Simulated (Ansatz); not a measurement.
# BP: the cost of one run

Program: Ansatz 0.2.0. Level of theory: DFT, PBE, plane-wave PAW, default files, scalar-relativistic. These are calculated values, not measurements.

## 1. The system as given

The structure is cubic, space group F-43m (No. 216). Conventional cell: a = 4.538 Å, b = 4.538 Å, c = 4.538 Å, α = 90.00°, β = 90.00°, γ = 90.00°. B (site symmetry -43m) has 4 P at 1.97 Å as nearest neighbours. P (site symmetry -43m) is surrounded by 4 B at 1.97 Å.

Coordinates:

```
B P
1.0
     0.00000    2.26900    2.26900
     2.26900    0.00000    2.26900
     2.26900    2.26900    0.00000
B P
1 1
Direct
  0.00000 0.00000 0.00000
  0.25000 0.25000 0.25000
```

The earlier run gave: gap on the mesh 1.25 eV, largest force 0.000 eV/Å, pressure 1.1 GPa.

Site by site (atoms counted from 1):

| site | atoms | first shell | V_zz (10²¹ V/m²) | η | C_Q (MHz) |
| --- | --- | --- | --- | --- | --- |
| B | 1 | 4 P at 1.97 Å | 0.00 | – | 0 (¹¹B) |
| P | 2 | 4 B at 1.97 Å | 0.00 | – | – |

Conventions: |V_zz| ≥ |V_yy| ≥ |V_xx|, η = (V_xx − V_yy)/V_zz, C_Q = eQV_zz/h. Nuclear quadrupole moments: year-2017 set (Pyykkö). A dash under C_Q marks elements without a common quadrupolar isotope.

## 2. Z stretched by -3 %, ions relaxed

The input, input.yaml:

```yaml
crystal:
  lattice:
    - [0.0, 2.269, 2.20093]
    - [2.269, 0.0, 2.20093]
    - [2.269, 2.269, 0.0]
  atoms:
    - { symbol: B, position: [0.0, 0.0, 0.0] }
    - { symbol: P, position: [0.25, 0.25, 0.25] }
kpoints:
  mp_grid: { grid: [16, 16, 16] }
scf:
  occupations: { method: fermi_dirac, width: 0.02 }
hamiltonian:
  xc: pbe
  pseudopotentials: { kind: paw }
output:
  forces: true
  stress: true
  populations: true
  efg: { quadrupole_moments_barn: { B: 0.04059 }, contact_densities: true }
relax:
  f_tol: 0.02
  max_steps: 60
```

Started as:

```sh
ansatz run input.yaml --threads 1 --pin off --max-ram 3072MiB --backend cpu --events-out ev --progress --plain --runs-dir out
```

What time and memory should one allow on 1 thread of Intel Xeon 6975P-C (Granite Rapids), shared host?

About 7.8 s, with a peak of 0.45 GiB.
